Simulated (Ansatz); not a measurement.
## TiO₂: the gap under strain

TiO₂, P4_2/mnm, a = 4.640 Å, c = 3.006 Å. The compound has several low-lying forms, and this is one of them. Ansatz: PBE+U, PAW, 420 eV, Γ-centred 6×6×10 mesh on 6 atoms, Gaussian smearing 0.02 eV; U_eff Ti 4.00 eV; no spin polarisation. Series: equal strain along all axes, cell held, atoms relaxed; x is the strain in per cent. The gap is sought over the whole zone.

| x (%) | gap y (eV) |
| --- | --- |
| -4.5 | 2.499 |
| -3.0 | 2.414 |
| -1.5 | ? |
| 0.0 | 2.263 |
| 1.5 | 2.200 |
| 3.0 | 2.150 |
| 4.5 | 2.103 |

Question: Fit y = E0 + c1 x + c2 x² to the other rows, give the deformation potential for this strain, and predict the missing gap.

Answer: Least squares on the rows shown. y = 2.2634 − 0.044040 x + 0.0018884 x². The deformation potential is 100 c1 = -4.40 eV per unit strain of each axis, or a third of that, -1.47 eV, as the usual dE_g/d ln V. At x = -1.5 the fit asked for gives 2.334 eV. The run gave 2.335 eV, so the fit is 0.001 eV too low, within the rms miss on the fitted rows (0.001 eV). Note that a band edge changes its point in the zone among the fitted rows.

Semilocal functionals give gaps under the measured ones; changes of the gap mostly carry over better.